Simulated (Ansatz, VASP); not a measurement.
## One calculation of TaN, two programs

Contents of INCAR:

```
SYSTEM = TaN
PREC = Accurate
ENCUT = 520
EDIFF = 1E-6
ISMEAR = -1
SIGMA = 0.05
LREAL = .FALSE.
LASPH = .TRUE.
NELM = 80
ALGO = Fast
ISIF = 2
LWAVE = .FALSE.
LCHARG = .FALSE.
LMAXMIX = 4
GGA = B5
ALDAX = 1.0
AGGAX = 1.0
AGGAC = 1.0
ALDAC = 0.0
```

KPOINTS

```
regular mesh
0
G
  10 10 5
  0 0 0
```

The input POSCAR:

```
TaN
1.0
    2.9217699809      0.0000000000      0.0000000000
   -1.4608849905      2.5303270275      0.0000000000
    0.0000000000      0.0000000000      5.9165150000
Ta N
2 2
Direct
    0.0000000000      0.0000000000      0.5000000000
    0.0000000000      0.0000000000      0.0000000000
    0.3333333333      0.6666666667      0.2500000000
    0.6666666667      0.3333333333      0.7500000000
```

KPOINTS_OPT

```
path GMKGALHA,LM,KH
10
line-mode
reciprocal
 0.0000000000  0.0000000000  0.0000000000  G
 0.5000000000  0.0000000000  0.0000000000  M

 0.5000000000  0.0000000000  0.0000000000  M
 0.3333333333  0.3333333333  0.0000000000  K

 0.3333333333  0.3333333333  0.0000000000  K
 0.0000000000  0.0000000000  0.0000000000  G

 0.0000000000  0.0000000000  0.0000000000  G
 0.0000000000  0.0000000000  0.5000000000  A

 0.0000000000  0.0000000000  0.5000000000  A
 0.5000000000  0.0000000000  0.5000000000  L

 0.5000000000  0.0000000000  0.5000000000  L
 0.3333333333  0.3333333333  0.5000000000  H

 0.3333333333  0.3333333333  0.5000000000  H
 0.0000000000  0.0000000000  0.5000000000  A

 0.5000000000  0.0000000000  0.5000000000  L
 0.5000000000  0.0000000000  0.0000000000  M

 0.3333333333  0.3333333333  0.0000000000  K
 0.3333333333  0.3333333333  0.5000000000  H
```

input.yaml

```yaml
crystal:
  lattice:
    - [2.9217699809, 0.0, 0.0]
    - [-1.4608849905, 2.5303270275, 0.0]
    - [0.0, 0.0, 5.916515]
  atoms:
    - { symbol: Ta, position: [0.0, 0.0, 0.5] }
    - { symbol: Ta, position: [0.0, 0.0, 0.0] }
    - { symbol: "N", position: [0.3333333333, 0.6666666667, 0.25] }
    - { symbol: "N", position: [0.6666666667, 0.3333333333, 0.75] }
hamiltonian:
  xc: blyp
  pseudopotentials: { kind: paw }
kpoints:
  mp_grid: { grid: [10, 10, 5] }
  band_path:
    path:
      - [[0.0, 0.0, 0.0], [0.5, 0.0, 0.0], [0.3333333333, 0.3333333333, 0.0], [0.0, 0.0, 0.0], [0.0, 0.0, 0.5], [0.5, 0.0, 0.5], [0.3333333333, 0.3333333333, 0.5], [0.0, 0.0, 0.5]]
      - [[0.5, 0.0, 0.5], [0.5, 0.0, 0.0]]
      - [[0.3333333333, 0.3333333333, 0.0], [0.3333333333, 0.3333333333, 0.5]]
    npoints: 14
scf:
  occupations: { method: fermi_dirac, width: 0.05 }
  n_extra_bands: 10
output:
  forces: true
  stress: true
  eigenvalues: true
  fatbands: false
```

The cell comes from a database or a generator and needn't be the stable form of this composition.

Alike in both runs: task band structure; functional BLYP; k mesh 10 × 10 × 5; occupations fermi-dirac, width 0.05 eV; no spin polarisation.

|  | VASP | Ansatz |
| --- | --- | --- |
| version | VASP 6.6.1 | Ansatz 0.2.0 |
| potentials or method | VASP PAW PBE potentials, release 64 (Ta_pv, N) | Ansatz PAW |
| plane-wave cutoff (eV) | 520 | 420 |
| valence electrons in the cell | 32 | 36 |

Ansatz gave:

- gap on the k mesh at the Fermi level (eV): none
- pressure (GPa): 9.9
- largest component of the traceless stress (GPa): 0.30

Question: Which values does VASP return?

Answer: gap on the k mesh at the Fermi level (eV): none; pressure (GPa): 11.8; largest component of the traceless stress (GPa): 0.20.

A gap of «none» marks a metal or a gap that the smearing closes. The two sets of potentials don't hold the same shells in valence.

Caveats: spin-orbit coupling is left out, which moves the levels of the heavy elements; the PAW data sets were made with another functional, which shifts forces and pressure a little (VASP); the pressure holds a Pulay correction of +0.5 GPa for the finite cutoff (Ansatz); the PAW data sets come from PBE, with cores solved anew for the run's functional, which leaves a small shift of forces and pressure (Ansatz).
